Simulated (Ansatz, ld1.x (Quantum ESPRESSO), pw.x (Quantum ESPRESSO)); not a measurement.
# From atom to crystal: TM potential for Hf (Z = 72)

Hf, norm-conserving Troullier–Martins (Kleinman–Bylander form), made with ld1.x (Quantum ESPRESSO) 7.5 (PBE, scalar-relativistic). Core [Xe] 4f14, reference 5d2 6s1.75 6p0.25. Waves: 6s (bound): rc 2.45 bohr; 5d (bound): rc 2.10 bohr; 6p (bound): rc 4.05 bohr. Local part: the p channel. Core correction: none.

Crystal test: diamond Hf in pw.x 7.5, no spin, 8³ k-points, Fermi–Dirac smearing 0.01 Ry, cutoffs 40/160 Ry. The reference is all-electron LAPW (Ansatz 0.2.0) with the same functional, mesh and smearing; V0 and B0 come from Birch–Murnaghan fits to the pressures at five volumes. Errors are pseudo minus all-electron; Δ is the rms difference of the E(V) curves that follow from these fits, minima aligned, over ±6 % about the mean V0. Mesh and smearing are coarse, so the numbers serve the comparison and aren't converged zero-temperature values; the lattice is a test structure that the element need not adopt.

All-electron: a0 = 6.558 Å (V0 = 35.25 Å³/atom), B0 = 29.4 GPa.

Problem. How far does the potential miss the all-electron equation of state?

Solution. mean pressure error (GPa): +4.14. The pressure does not cross zero within the volumes sampled, so no fit is given. The largest radius (4.05 bohr) exceeds half the bond length (2.68 bohr), so the spheres overlap, which is one possible source of error among others. This is a poor potential for the solid.

```tsv
V (Å³/atom)	P all-electron (GPa)	P pseudo (GPa)
33.483	1.58	6.36
34.364	0.76	5.19
35.245	0.00	4.11
36.126	-0.71	3.11
37.007	-1.37	2.20
```

Problem. At the middle volume, how do free energy and pressure move when the wave cutoff is lowered (ecutrho kept at four times it)?

Solution.

```
cutoff (Ry)  shift of F (meV/atom)  shift of P (GPa)
         18                 +522.6             -7.80
         24                  +71.2             -1.78
         32                   +1.9             -0.05
```

The run at the middle volume (29 k-points, 8 iterations) took about 7.3 s on one core of a shared host (Neoverse-V2, 192 threads, 742 GiB, load 89).
